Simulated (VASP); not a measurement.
# As (Im-3m) in VASP: notebook

One crystal, As, is run at these levels: PBEsol; tasks: single point, relaxation of cell and atoms.

Program: VASP 6.6.1. These are calculated values, not measurements. Logs are shortened: lines on timing, memory, paths and dates and some standing lists are left out, and cuts for length are marked.

### 1 Starting point

The structure is cubic, space group Im-3m (No. 229). The conventional cell has a = 3.310 Å, b = 3.310 Å, c = 3.310 Å, α = 90.00°, β = 90.00°, γ = 90.00°. As (site symmetry m-3m) has 8 As at 2.87 Å as nearest neighbours.

This isn't the form of As at room conditions, which is rhombohedral.

### 2 Single point, PBEsol

Input file INCAR:

```
SYSTEM = As
ALGO = Normal ; EDIFF = 1E-6
ENCUT = 520 ; GGA = PS
ISIF = 2 ; ISMEAR = -1
LASPH = .TRUE. ; LCHARG = .FALSE.
LREAL = .FALSE. ; LWAVE = .FALSE.
NBANDS = 8 ; NELM = 80
PREC = Accurate ; SIGMA = 0.1
```

Input file KPOINTS:

```
k-points
0
G
  22 22 22
  0 0 0
```

Input file POSCAR:

```
As
1.0
   -1.6549945930      1.6549945930      1.6549945930
    1.6549945930     -1.6549945930      1.6549945930
    1.6549945930      1.6549945930     -1.6549945930
As
1
Direct
    0.0000000000      0.0000000000      0.0000000000
```

Potentials or basis: VASP PAW PBE potentials, release 64 (As).

On the command line:

```
> cat potpaw_PBE.64/As/POTCAR > POTCAR
> mpirun -np 1 vasp_std > vasp.out
```

OUTCAR:

```text
SYSTEM = As
   EDIFF = 1E-6
   ENCUT = 520
   GGA = PS
   ISIF = 2
   ISMEAR = -1
   LASPH = .TRUE.
   LREAL = .FALSE.
   NELM = 80
   PREC = Accurate

 ion  position               nearest neighbor table
   1  0.000  0.000  0.000-

  LATTYP: Found a body centered cubic cell.
 ALAT       =     3.3099891860

  Lattice vectors:

 A1 = (  -1.6549945930,   1.6549945930,   1.6549945930)
 A2 = (   1.6549945930,  -1.6549945930,   1.6549945930)
 A3 = (   1.6549945930,   1.6549945930,  -1.6549945930)

Analysis of symmetry for initial positions (statically):
=====================================================================
 Subroutine PRICEL returns:
 Original cell was already a primitive cell.

 Routine SETGRP: Setting up the symmetry group for a
 body centered cubic supercell.

 Subroutine GETGRP returns: Found 48 space group operations
 (whereof 48 operations were pure point group operations)
 out of a pool of 48 trial point group operations.

The static configuration has the point symmetry O_h .

Analysis of symmetry for dynamics (positions and initial velocities):
=====================================================================
 Subroutine PRICEL returns:
 Original cell was already a primitive cell.

 Routine SETGRP: Setting up the symmetry group for a
 body centered cubic supercell.

 Subroutine GETGRP returns: Found 48 space group operations
 (whereof 48 operations were pure point group operations)
 out of a pool of 48 trial point group operations.

The dynamic configuration has the point symmetry O_h .

 Subroutine INISYM returns: Found 48 space group operations
 (whereof 48 operations are pure point group operations),
 and found     1 'primitive' translations

----------------------------------------------------------------------------------------

                                     Primitive cell

  volume of cell :      18.1322

  direct lattice vectors                    reciprocal lattice vectors
    -1.654994593  1.654994593  1.654994593     0.000000000  0.302115791  0.302115791
     1.654994593 -1.654994593  1.654994593     0.302115791  0.000000000  0.302115791
     1.654994593  1.654994593 -1.654994593     0.302115791  0.302115791  0.000000000

  length of vectors
     2.866534721  2.866534721  2.866534721     0.427256249  0.427256249  0.427256249

  position of ions in fractional coordinates (direct lattice)
     0.000000000  0.000000000  0.000000000

  ion indices of the primitive-cell ions
   primitive index   ion index
                 1           1

----------------------------------------------------------------------------------------

 KPOINTS: k-points

Automatic generation of k-mesh.
 Grid dimensions read from file:
 generate k-points for:   22   22   22

 Generating k-lattice:

  Cartesian coordinates                     Fractional coordinates (reciprocal lattice)
     0.000000000  0.013732536  0.013732536     0.045454545  0.000000000  0.000000000
     0.013732536  0.000000000  0.013732536     0.000000000  0.045454545  0.000000000
     0.013732536  0.013732536  0.000000000     0.000000000  0.000000000  0.045454545

  Length of vectors
     0.019420739  0.019420739  0.019420739

  Shift w.r.t. Gamma in fractional coordinates (k-lattice)
     0.000000000  0.000000000  0.000000000

 Subroutine IBZKPT returns following result:
 ===========================================

 Found    328 irreducible k-points:

 Following reciprocal coordinates:
            Coordinates               Weight
  0.000000  0.000000  0.000000      1.000000
  0.045455  0.000000  0.000000     12.000000
  0.090909  0.000000  0.000000     12.000000
  0.136364  0.000000  0.000000     12.000000
  0.181818  0.000000  0.000000     12.000000
  0.227273  0.000000  0.000000     12.000000
[... 16 lines left out ...]
  0.090909  0.090909  0.000000     24.000000
  0.136364  0.090909 -0.000000     48.000000
 [... further k-points ...]
   k-points           NKPTS =    328   k-points in BZ     NKDIM =    328   number of bands    NBANDS=      8
   number of dos      NEDOS =    301   number of ions     NIONS =      1
   total plane-waves  NPLWV =  13824
   dimension x,y,z NGX =    24 NGY =   24 NGZ =   24
   dimension x,y,z NGXF=    48 NGYF=   48 NGZF=   48
   ions per type =               1
   NGX,Y,Z   is equivalent  to a cutoff of  13.92, 13.92, 13.92 a.u.
   NGXF,Y,Z  is equivalent  to a cutoff of  27.84, 27.84, 27.84 a.u.
 SYSTEM =  As
   PREC   = accura    normal or accurate (medium, high low for compatibility)
   ISTART =      0    job   : 0-new  1-cont  2-samecut
   ICHARG =      2    charge: 1-file 2-atom 10-const
   ISPIN  =      1    spin polarized calculation?
   LNONCOLLINEAR =      F non collinear calculations
   LSORBIT =      F    spin-orbit coupling
   LASPH  =      T    aspherical Exc in radial PAW
   ENCUT  =  520.0 eV  38.22 Ry    6.18 a.u.   5.33  5.33  5.33*2*pi/ulx,y,z
   NELM   =     80;   NELMIN=  2; NELMDL= -5     # of ELM steps
   EDIFF  = 0.1E-05   stopping-criterion for ELM
   LREAL  =      F    real-space projection
   EDIFFG = 0.1E-04   stopping-criterion for IOM
   NSW    =      0    number of steps for IOM
   IBRION =     -1    ionic relax: 0-MD 1-quasi-New 2-CG
   NFREE  =      0    steps in history (QN), initial steepest desc. (CG)
   ISIF   =      2    stress and relaxation
   ISYM   =      2    0-nonsym 1-usesym 2-fastsym
   POTIM  = 0.5000    time-step for ionic-motion
   TEBEG  =    0.0;   TEEND  =   0.0 temperature during run
   PSTRESS=    0.0 pullay stress
   NELECT =       5.0000    total number of electrons
   NUPDOWN=      -1.0000    fix difference up-down
   EMIN   =  10.00;   EMAX   =-10.00  energy-range for DOS
   EFERMI =   0.00;   METHOD = LEGACY
   ISMEAR =    -1;   SIGMA  =   0.10  broadening in eV -4-tet -1-fermi 0-gaus
   EFERMI_NEDOS =   21; number of points for ismear=-14 and -15
   IALGO  =     38    algorithm
   IMIX   =      4    mixing-type and parameters
     AMIX     =   0.40;   BMIX     =  1.00
     AMIX_MAG =   1.60;   BMIX_MAG =  1.00
  volume/ion in A,a.u.               =      18.13       122.36
  Fermi-wavevector in a.u.,A,eV,Ry     =   1.065569  2.013633 15.448563  1.135437
  Thomas-Fermi vector in A             =   2.201125
   LORBIT       =      0    0 simple, 1 ext, 2 COOP (PROOUT), +10 PAW based schemes
   GGA     = PS    functional components
   LHFCALC =     F    Hartree Fock is set to
   AEXX    =    0.0000 exact exchange contribution
   IVDW    =     0    specifies the selected vdW correction
   LEPSILON=     F    determine dielectric tensor
   LRPA    =     F    only Hartree local field effects (RPA)
 non-spin polarized calculation
  energy-cutoff  :      520.00
  volume of cell :       18.13
 maximum number of plane-waves:       498
 NGX is ok and might be reduce to    24
   NGX = 11   NGY = 11   NGZ = 11

 number of electron       5.0000001 magnetization

 Free energy of the ion-electron system (eV)
  ---------------------------------------------------
  ext. energy  EPLUGINS =         0.00000000
  ---------------------------------------------------
  free energy    TOTEN  =        -4.74695687 eV

  energy without entropy =       -4.73122855  energy(sigma->0) =       -4.73909271

 E-fermi :   6.8784     XC(G=0): -11.0812

 val. band max:        6.8544185014   @ k =   0.4091   0.1364   0.0000
 cond. band min:       6.8943208870   @ k =   0.3636   0.0909   0.0909
 fundamental gap:      0.0399023856
 Fermi energy:         6.8784168165

 k-point     1 :       0.0000    0.0000    0.0000
  band No.  band energies     occupation
      1      -8.6129      2.00000
      2      13.2231      0.00000
      3      13.2231      0.00000
      4      13.2231      0.00000
      5      20.1949      0.00000
      6      20.1949      0.00000
      7      20.1949      0.00000
      8      22.3800      0.00000

 k-point     2 :       0.0455    0.0000    0.0000
  band No.  band energies     occupation
      1      -8.5591      2.00000
      2      12.8278      0.00000
      3      13.0548      0.00000
      4      13.1870      0.00000
      5      19.9053      0.00000
      6      20.0491      0.00000
      7      20.4597      0.00000
      8      22.1782      0.00000

 k-point     3 :       0.0909    0.0000    0.0000
  band No.  band energies     occupation
      1      -8.3978      2.00000
      2      11.7988      0.00000
      3      12.6170      0.00000
      4      13.0809      0.00000
      5      19.2651      0.00000
      6      19.4002      0.00000
      7      21.1878      0.00000
      8      21.8385      0.00000

 k-point     4 :       0.1364    0.0000    0.0000
  band No.  band energies     occupation
      1      -8.1298      2.00000
      2      10.4100      0.00000
      3      12.0382      0.00000
      4      12.9123      0.00000
      5      18.4853      0.00000
      6      18.5421      0.00000
      7      21.8760      0.00000
      8      21.9731      0.00000

 k-point     5 :       0.1818    0.0000    0.0000
  band No.  band energies     occupation
      1      -7.7563      2.00000
      2       8.8576      0.00000
      3      11.4202      0.00000
      4      12.6951      0.00000
      5      17.6096      0.00000
      6      17.8468      0.00000
      7      21.8117      0.00000
      8      22.2917      0.00000
[... 177 lines left out ...]
 k-point    22 :       0.4545    0.0455    0.0000
  band No.  band energies     occupation
      1      -3.5704      2.00000
      2       0.1945      2.00000
      3       8.7331      0.00000
      4      11.1694      0.00000
      5      15.0528      0.00000
      6      15.8802      0.00000
      7      24.7298      0.00000
      8      26.5814      0.00000

 k-point    23 :       0.0909    0.0909    0.0000
  band No.  band energies     occupation
      1      -7.9694      2.00000
      2       9.9094      0.00000
      3      11.6089      0.00000
      4      12.4835      0.00000
      5      18.3680      0.00000
      6      18.7724      0.00000
      7      21.1649      0.00000
      8      21.7407      0.00000

 k-point    24 :       0.1364    0.0909   -0.0000
  band No.  band energies     occupation
      1      -7.5968      2.00000
      2       8.6184      0.00000
      3      10.7907      0.00000
      4      12.1640      0.00000
      5      17.8161      0.00000
      6      18.4215      0.00000
      7      21.1265      0.00000
      8      22.4872      0.00000

 [... further k-points ...]

------------------------ aborting loop because EDIFF is reached ----------------------------------------

  FORCE on cell =-STRESS in cart. coord.  units (eV):
  Direction    XX          YY          ZZ          XY          YZ          ZX
  --------------------------------------------------------------------------------------
  -------------------------------------------------------------------------------------
  Total        0.0566862      0.0566862      0.0566862      0.0000000      0.0000000      0.0000000
  in kB        5.0088558      5.0088558      5.0088558      0.0000000      0.0000000      0.0000000
  external PRESSURE =       5.0088558 kB  Pullay stress =       0.0000000 kB

 VOLUME and BASIS-vectors are now :
 -----------------------------------------------------------------------------
  energy-cutoff  :      520.00
  volume of cell :       18.13
      direct lattice vectors                 reciprocal lattice vectors
    -1.654994593  1.654994593  1.654994593     0.000000000  0.302115791  0.302115791
     1.654994593 -1.654994593  1.654994593     0.302115791  0.000000000  0.302115791
     1.654994593  1.654994593 -1.654994593     0.302115791  0.302115791  0.000000000

 POSITION                                       TOTAL-FORCE (eV/Angst)
 -----------------------------------------------------------------------------------
      0.00000      0.00000      0.00000        -0.000000      0.000000      0.000000
 -----------------------------------------------------------------------------------
    total drift:                                0.000000      0.000000      0.000000

  FREE ENERGIE OF THE ION-ELECTRON SYSTEM (eV)
  ---------------------------------------------------
  free  energy   TOTEN  =        -4.7469568671 eV

  energy  without entropy=       -4.7312285508  energy(sigma->0) =       -4.73909271
```

Run time: 36 s. Hardware: 1 thread of AMD EPYC 7R43 (Zen 3), shared host; peak memory 0.13 GiB.

What came out:

```yaml
Free_energy: -4.7470 eV
Pressure: 0.5 GPa
Band_gap_on_the_k_mesh: none (metal or under the smearing width)
```

Caveat: the PAW data sets were made with another functional, which shifts forces and pressure a little.

[end of part 1 of 3]
